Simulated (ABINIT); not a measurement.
Runs of ABINIT 10.8.3 (patched build) on Mg. It takes space group P6_3/mmc (No. 194, hexagonal). The conventional cell has a = 3.209 Å, b = 3.209 Å, c = 5.210 Å, α = 90.00°, β = 90.00°, γ = 120.00°. Mg (site symmetry -6m2) has 12 Mg at 3.20 to 3.21 Å as nearest neighbours. 

```tsv
potentials or basis	cutoff (eV)	fine-grid cutoff	gap on the mesh (eV)	pressure (GPa)
SG15 NC PBE v1.2	1361	-	none	-0.2
PseudoDojo NC SR PBE v0.4.1 standard	1361	-	none	-0.8
JTH PAW PBE v2.0	626	1224.51 eV	none	(a)
Ansatz PAW PBE default generated set, frozen core	490	979.61 eV	none	-1.1
Ansatz NC r2SCAN	1361	-	none	-1.1
```

Alike in all rows: task single point; level r2SCAN; no spin polarisation; cell as given; k mesh 10 × 10 × 5; smearing fermi-dirac 0.05 eV.

Question: Estimate the missing entries.

Answer: (a) -0.9.

Caveats: the potentials were made for another functional, which shifts forces and pressure (some runs); the PAW data sets were made with another functional, which shifts forces and pressure a little (some runs).

A gap of «none» marks a metal or a gap under the smearing width.
